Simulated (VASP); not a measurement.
The system is CdF2.

```
Cd F
1.0
     0.00000    2.69400    2.69400
     2.69400    0.00000    2.69400
     2.69400    2.69400    0.00000
Cd F
1 2
Direct
  0.00000 0.00000 0.00000
  0.75000 0.75000 0.75000
  0.25000 0.25000 0.25000
```

Base run:

| Property | Result |
| --- | --- |
| Program | VASP 6.6.1 |
| Functional | TB-mBJ |
| Potentials or basis | VASP PAW PBE potentials, release 64 (Cd, F) |
| Cutoff | 520 eV |
| k mesh | 10 × 10 × 10 |
| Occupations | gaussian, width 0.02 eV |
| Spin | no spin polarisation |

Its results: band gap on the k mesh 6.62 eV, indirect (least direct gap 7.03 eV).

Question: The run is repeated on the same cell with these changes: functional from TB-mBJ to LDA; potentials or basis from VASP PAW PBE potentials, release 64 (Cd, F) to VASP PAW LDA potentials, release 64 (Cd, F). What comes out?

Answer: Band gap on the k mesh 2.80 eV, indirect (least direct gap 3.28 eV).

Not every run made on this cell is shown here.
